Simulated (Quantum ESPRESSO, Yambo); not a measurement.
# GaAs (F-43m): G0W0 on several meshes in Yambo, part 2 of 2

Wanted: mesh dependence and cost of G0W0 for GaAs (F-43m).

Quantum ESPRESSO 7.5 and Yambo 5.3.0; PBE and many-body steps on it, plane waves. Known limits of the many-body steps: not at the basis limit; no spin-orbit coupling; coarse k mesh.

So far. Step 4 (4×4×4): The gap on the mesh goes from 0.52 eV to 1.13 eV, a correction of +0.62 eV. Step 5 (Empty states on the mesh, 2×2×2 mesh, 239 bands): On this mesh the gap is 0.518 eV.

## Step 6: Conversion and set-up

This step: Yambo 5.3.0; conversion and set-up on PBE, plane waves, norm-conserving pseudopotentials.

Started as:

```
> (cd o/x.save; p2y > p2y.log; mv SAVE ../..); yambo > setup.log
```

Log:

```text
 Yambo, version 5.3.0

 [02] CORE Variables Setup
 =========================

  [02.01] Unit cells
  ==================

  Cell kind             :  FCC
  Atoms in the cell     :  Ga  As
  number of Ga atoms    :  1
  number of As atoms    :  1

  List of atomic masses
  Mass of Ga    :  69.72300
  Mass of As    :  74.92200

  List of atomic coordinates    : [cc]
  Ga1       :  0.000000  0.000000  0.000000  order 1
  As1       :  2.670986  2.670986  2.670986  order 2

  Alat factors          :  5.341972  5.341972  5.341972 [a.u.]
  Direct lattice volume :  304.8842 [a.u.]
[...]
0.000000  0.000000  0.000000  0.000000  0.000000  0.000000  0.000000  0.000000

 [03] Transferred momenta grid and indexing
 ==========================================

 IBZ Q-points                                      :  3
 BZ  Q-points                                      :   8

 K/Q-points units:
 rlu = crystal or reduced units; cc = cartesian coordinates; iku = interal k-units

 Q [1]          [rlu]:  0.000000  0.000000  0.000000
 Q [2]          [rlu]:  0.18317E-17  0.18317E-17 -0.50000
 Q [3]          [rlu]:  0.52231E-17 -0.50000     -0.50000

  [03.01] X indexes
  =================

   [03.01.01] Sigma indexes
   ========================

 [06] Game Over & Game summary
```

It took 2.8 s on 1 MPI rank of Arm Neoverse V2, shared host; peak memory 0.25 GiB.

## Step 7: 2×2×2

This step: G0W0 on PBE, plane waves, norm-conserving pseudopotentials.

gw11.in

```
HF_and_locXC
gw0
dyson
ppa
em1d
rim_cut
RandQpts= 1000000
RandGvec= 1 RL
EXXRLvcs= 104 Ry
VXCRLvcs= 416 Ry
Chimod= "HARTREE"
% BndsRnXp
 1 | 239 |
%
NGsBlkXp= 17 Ry
% LongDrXp
 1 | 1 | 1 |
%
% GbndRnge
 1 | 239 |
%
DysSolver= "n"
ExtendOut
PPAPntXp= 27.21138 eV
% QPkrange
 1 | 1 | 21 | 24 |
%
```

Started as:

```
> OMP_NUM_THREADS=1 mpirun -n 8 yambo -F gw11.in -J gw11 -C gw11 > gw11.log
```

Log:

```text
 Yambo, version 5.3.0

 [02] CORE Variables Setup
 =========================

  [... cell, symmetries and grids as in the set-up ...]

  [02.05] Energies & Occupations
  ==============================

  [X] === General ===
  [X] Electronic Temperature                        :  0.000000  0.000000 [eV K]
  [X] Bosonic    Temperature                        :  0.000000  0.000000 [eV K]
  [X] Finite Temperature mode                       : no
  [X] El. density                                   :  0.97390E+24 [cm-3]
  [X] Fermi Level                                   :  9.827510 [eV]

  [X] === Gaps and Widths ===
  [X] Conduction Band Min                           :  0.518058 [eV]
  [X] Valence Band Max                              :  0.000000 [eV]
  [X] Filled Bands                                  :  22
  [X] Empty Bands                                   :   23  239
  [X] Direct Gap                                    :  0.518058 [eV]
  [X] Direct Gap localized at k                     :  1
  [X] Indirect Gap                                  :  0.518058 [eV]
  [X] Indirect Gap between kpts                     :  1  1
  [X] Last valence band width                       :  2.675944 [eV]
  [X] 1st conduction band width                     :  0.951485 [eV]

 [03] Transferred momenta grid and indexing
 ==========================================

 IBZ Q-points                                      :  3
 BZ  Q-points                                      :   8

 K/Q-points units:
 rlu = crystal or reduced units; cc = cartesian coordinates; iku = interal k-units

 Q [1]          [rlu]:  0.000000  0.000000  0.000000
 Q [2]          [rlu]:  0.18317E-17  0.18317E-17 -0.50000
 Q [3]          [rlu]:  0.52231E-17 -0.50000     -0.50000

 [04] Coloumb potential Random Integration (RIM)
[...]
================================================

 [VXC] Plane waves :   43655
 [EXS] Plane waves :   5601

 QP @ state[ 1 ] K range:  1  1
 QP @ state[ 1 ] b range:  21  24

 [xc] Functional : Perdew, Burke & Ernzerhof(X)+Perdew, Burke & Ernzerhof(C)
 [xc] LIBXC used to calculate xc functional
  PP Number of Atomic Species                      :  2
  NLCC RL compoments                               :   43655
  PP Number of Atomic Species                      :  2
  NLCC RL compoments                               :   43655

 [xc] E_xc :  -45.51530 [Ha]
      E_xc :  -91.03060 [Ry]

  Local XC kind (lXC) : Perdew, Burke & Ernzerhof(X)+Perdew, Burke & Ernzerhof(C)
  Non-Local XC kind (nlXC) : Hartree-Fock

  Corrections @ K [1] :  [eV]
 <21|nlXC|21> = -16.77185 -0.11103E-17 <21|lXC|21> = -14.48336 -0.18879E-15
 <22|nlXC|22> = -16.77185  0.11265E-18 <22|lXC|22> = -14.48336 -0.75843E-20
 <23|nlXC|23> = -9.444423 -0.57324E-18 <23|lXC|23> = -14.61396  0.37767E-15
 <24|nlXC|24> = -6.493543  0.99475E-17 <24|lXC|24> = -11.43762 -0.18897E-15

 [08] Dyson equation: Newton solver
 ==================================

  [08.01] G0W0 (W PPA)
  ====================

  [  GW  ] Bands range     :    1  239
  [GW/PPA] G damping       :  0.100000 [eV]

  QP @ state[ 1 ] K range:  1  1
  QP @ state[ 1 ] b range:  21  24

   Sc/G bands                                       :    1  239
   Sc/G damping                                     :  0.100000 ev
   Sc bands terminator                              : no
   Sx RL components                                 :   5601

   QP @ state[ 1 ] K range                          :  1  1
   QP @ state[ 1 ] b range                          :  21  24
   GF energies kind                                 : Perdew, Burke & Ernzerhof(X)+Perdew, Burke & Ernzerhof(C)
   GF WF`s kind                                     : Perdew, Burke & Ernzerhof(X)+Perdew, Burke & Ernzerhof(C)
   Xs energies kind                                 : Perdew, Burke & Ernzerhof(X)+Perdew, Burke & Ernzerhof(C)
   Xs WF`s kind                                     : Perdew, Burke & Ernzerhof(X)+Perdew, Burke & Ernzerhof(C)

 [11] Game Over & Game summary
```

The job ended after 18 s (8 MPI ranks; peak memory 2.9 GiB).

This step gave:

- G0W0 gap on the points computed: 1.264 eV
- starting gap on the mesh: 0.5181 eV
- k of the valence top: 0, 0, 0
- k of the conduction bottom: 0, 0, 0
- least direct G0W0 gap on the computed points: 1.264 eV
- Z at the valence top: 0.8130
- Z at the conduction bottom: 0.8127

Against G0W0 in Yambo (4×4×4 mesh, 239 bands, screening to 231.3 eV, Godby-Needs plasmon pole), the gap moves by +0.130 eV.

## Step 8: The runs together

Times are wall times on 8 MPI ranks of Arm Neoverse V2, shared host, good to a factor of about two.

```
  run   mesh  bands  screening cutoff (eV)  DFT gap (eV)  gap on the mesh (eV)  direct (eV)   time
4×4×4  4×4×4    239                  231.3         0.518                 1.134        1.134  4 min
2×2×2  2×2×2    239                  231.3         0.518                 1.264        1.264   18 s
```

## Step 9: Outcome

| Property | Result |
| --- | --- |
| 4×4×4 | 1.134 eV |
| 2×2×2 | 1.264 eV |
| known limits | not at the basis limit; no spin-orbit coupling; coarse k mesh |

**Reading.** 2×2×2: +0.130 eV against 4×4×4. Bands and cutoff are finite, so the gap is not at the basis limit. The miss can reach some tenths of an eV and take either sign; the mesh is an error of its own. In the G0W0 runs levels were corrected at 1 k point alone, so a gap called «on the mesh» is the least over those, and an edge elsewhere would be missed. The 4×4×4 mesh is coarse for this cell, which bears on the long-range parts of exchange and screening. Mesh or cutoff lie under what a gap needs, so these runs test behaviour and cost; their gaps are not to be quoted. The many-body steps are scalar-relativistic: spin-orbit coupling is not in them.

[Paths, hosts, dates, memory and timing lines, banners, echoed tables and standing remarks are left out of the program output.]

[Logs are printed without paths, hosts, clocks, repeated set-up lines and the standing remarks that a program may print on its own settings, such as how far it seeks lower states.]

[Runs of the session that timed out or met a known fault of the program may be left out.]

[Hosts, paths, dates, database ids (printed as entryN), source tags and the programs' standing remarks are cut or masked in the printed files.]
